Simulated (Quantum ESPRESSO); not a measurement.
Crystal: Mg.

```
CELL_PARAMETERS angstrom
0.02074 2.21365 2.27413
2.26756 0.04128 2.25359
2.30140 2.22695 0.00745
ATOMIC_POSITIONS crystal
Mg 0.00172 0.00720 0.98951
```

The cell isn't the ideal one: cell strained at random at fixed volume.

A run of Quantum ESPRESSO 7.5 on this cell left the log below. Logs are shortened: lines on timing, memory, paths and dates and some standing lists are left out, and cuts for length are marked.

```text
This program is part of the open-source Quantum ESPRESSO suite
     for quantum simulation of materials; please cite
         "P. Giannozzi et al., J. Phys.:Condens. Matter 21 395502 (2009);
         "P. Giannozzi et al., J. Phys.:Condens. Matter 29 465901 (2017);
         "P. Giannozzi et al., J. Chem. Phys. 152 154105 (2020);
     in publications or presentations arising from this work. More details at

     file Mg.pbe-n-kjpaw_psl.0.3.0.UPF: wavefunction(s)  3S renormalized

     Subspace diagonalization in iterative solution of the eigenvalue problem:
     a serial algorithm will be used

     G-vector sticks info
     --------------------
     sticks:   dense  smooth     PW     G-vecs:    dense   smooth      PW
     Sum        1085     545    181                23765     8407    1603

     Using Slab Decomposition

     bravais-lattice index     =            0
     lattice parameter (alat)  =       5.9974  a.u.
     unit-cell volume          =     152.5611 (a.u.)^3
     number of atoms/cell      =            1
     number of atomic types    =            1
     number of electrons       =         2.00
     number of Kohn-Sham states=            6
     kinetic-energy cutoff     =      55.0000  Ry
     charge density cutoff     =     440.0000  Ry
     scf convergence threshold =      2.0E-10
     mixing beta               =       0.5000
     number of iterations used =            8  plain     mixing
     Exchange-correlation= SLA  PW   PBX  PBC
                           (   1   4   3   4   0   0   0)

     celldm(1)=   5.997421  celldm(2)=   0.000000  celldm(3)=   0.000000
     celldm(4)=   0.000000  celldm(5)=   0.000000  celldm(6)=   0.000000

     crystal axes: (cart. coord. in units of alat)
               a(1) = (   0.006536   0.697499   0.716555 )
               a(2) = (   0.714487   0.013007   0.710084 )
               a(3) = (   0.725148   0.701689   0.002346 )

     reciprocal axes: (cart. coord. in units 2 pi/alat)
               b(1) = ( -0.704495  0.725722  0.695569 )
               b(2) = (  0.708645 -0.734706  0.708703 )
               b(3) = (  0.687153  0.717363 -0.704553 )

     PseudoPot. # 1 for Mg read from file:
     Mg.pbe-n-kjpaw_psl.0.3.0.UPF
     Pseudo is Projector augmented-wave + core cor, Zval =  2.0
     Generated using "atomic" code by A. Dal Corso  v.5.0.99 svn rev. 10869
     Shape of augmentation charge: PSQ
     Using radial grid of 1129 points,  4 beta functions with:
                l(1) =   0
                l(2) =   0
                l(3) =   1
                l(4) =   1
     Q(r) pseudized with 0 coefficients

     atomic species   valence    mass     pseudopotential
     Mg                2.00    24.30500     Mg( 1.00)

     No symmetry found

   Cartesian axes

     site n.     atom                  positions (alat units)
         1        Mg     tau(   1) = (  -0.0024527  -0.0060660   0.0063191  )

     number of k points=   504  Fermi-Dirac smearing, width (Ry)=  0.0037

     Number of k-points >= 100: set verbosity='high' to print them.

     Dense  grid:    23765 G-vectors     FFT dimensions: (  45,  45,  45)

     Smooth grid:     8407 G-vectors     FFT dimensions: (  30,  30,  30)

     Initial potential from superposition of free atoms

     starting charge       1.9991, renormalised to       2.0000
     Starting wfcs are    4 randomized atomic wfcs +    2 random wfcs
     Checking if some PAW data can be deallocated...

     Self-consistent Calculation

     iteration #  1     ecut=    55.00 Ry     beta= 0.50
     Davidson diagonalization with overlap
     ethr =  1.00E-02,  avg # of iterations =  5.8

     Threshold (ethr) on eigenvalues was too large:
     Diagonalizing with lowered threshold

     Davidson diagonalization with overlap
     ethr =  1.64E-04,  avg # of iterations =  2.6

     total energy              =     -33.61602075 Ry
     estimated scf accuracy    <       0.00325890 Ry
[... 12 lines left out ...]
     total energy              =     -33.61607589 Ry
     estimated scf accuracy    <       0.00000060 Ry

     iteration #  4     ecut=    55.00 Ry     beta= 0.50
     Davidson diagonalization with overlap
     c_bands:  1 eigenvalues not converged
     c_bands:  1 eigenvalues not converged
     c_bands:  1 eigenvalues not converged
     c_bands:  1 eigenvalues not converged
     c_bands:  1 eigenvalues not converged
     ethr =  2.98E-08,  avg # of iterations =  9.3

     total energy              =     -33.61617698 Ry
     estimated scf accuracy    <       0.00000052 Ry

     iteration #  5     ecut=    55.00 Ry     beta= 0.50
     Davidson diagonalization with overlap
     ethr =  2.58E-08,  avg # of iterations =  1.0
[... 18 lines left out ...]
     iteration #  8     ecut=    55.00 Ry     beta= 0.50
     Davidson diagonalization with overlap
     ethr =  7.48E-11,  avg # of iterations =  2.4

     End of self-consistent calculation

     Number of k-points >= 100: set verbosity='high' to print the bands.

     the Fermi energy is     3.7393 ev

!    total energy              =     -33.61617438 Ry
     total all-electron energy =      -400.670383 Ry
     estimated scf accuracy    <          3.5E-11 Ry
     smearing contrib. (-TS)   =      -0.00025431 Ry
     internal energy E=F+TS    =     -33.61592007 Ry

     The total energy is F=E-TS. E is the sum of the following terms:
     one-electron contribution =       1.44010893 Ry
     hartree contribution      =       0.00330198 Ry
     xc contribution           =      -1.59828695 Ry
     ewald contribution        =      -2.16194097 Ry
     one-center paw contrib.   =     -31.29910305 Ry

     convergence has been achieved in   8 iterations

     Forces acting on atoms (cartesian axes, Ry/au):

     atom    1 type  1   force =     0.00000000    0.00000000    0.00000000

     Total force =     0.000000     Total SCF correction =     0.000000

     Computing stress (Cartesian axis) and pressure

          total   stress  (Ry/bohr**3)                   (kbar)     P=        7.09
   0.00003991  -0.00004837   0.00000791            5.87       -7.12        1.16
  -0.00004837   0.00006154  -0.00002852           -7.12        9.05       -4.19
   0.00000791  -0.00002852   0.00004311            1.16       -4.19        6.34

=------------------------------------------------------------------------------=
   JOB DONE.
=------------------------------------------------------------------------------=
```

Problem. Write the input and the command behind it.

Solution. Single point with PBE, no spin polarisation. The files as run (others can give the same):

pw.in
```
&CONTROL
  calculation = 'scf'
  prefix = 'pwscf'
  outdir = './tmp'
  pseudo_dir = './pseudo'
  tprnfor = .true.
  tstress = .true.
  disk_io = 'nowf'
/
&SYSTEM
  ibrav = 0
  nat = 1
  ntyp = 1
  ecutwfc = 55
  ecutrho = 440
  nbnd = 6
  occupations = 'smearing'
  smearing = 'fd'
  degauss = 0.00367493
/
&ELECTRONS
  conv_thr = 2d-10
  electron_maxstep = 120
  mixing_beta = 0.5
/
ATOMIC_SPECIES
Mg    24.3050 Mg.pbe-n-kjpaw_psl.0.3.0.UPF
CELL_PARAMETERS angstrom
   0.0207430000    2.2136530000    2.2741310000
   2.2675650000    0.0412810000    2.2535940000
   2.3014000000    2.2269500000    0.0074460000
ATOMIC_POSITIONS crystal
Mg     0.0017210000    0.0071970000   -0.0104890000
K_POINTS automatic
10 10 10 0 0 0
```

Potentials or basis: SSSP 1.3 efficiency PBE.
The run is started by
```console
$ OMP_NUM_THREADS=1 pw.x -in pw.in > pw.out
```
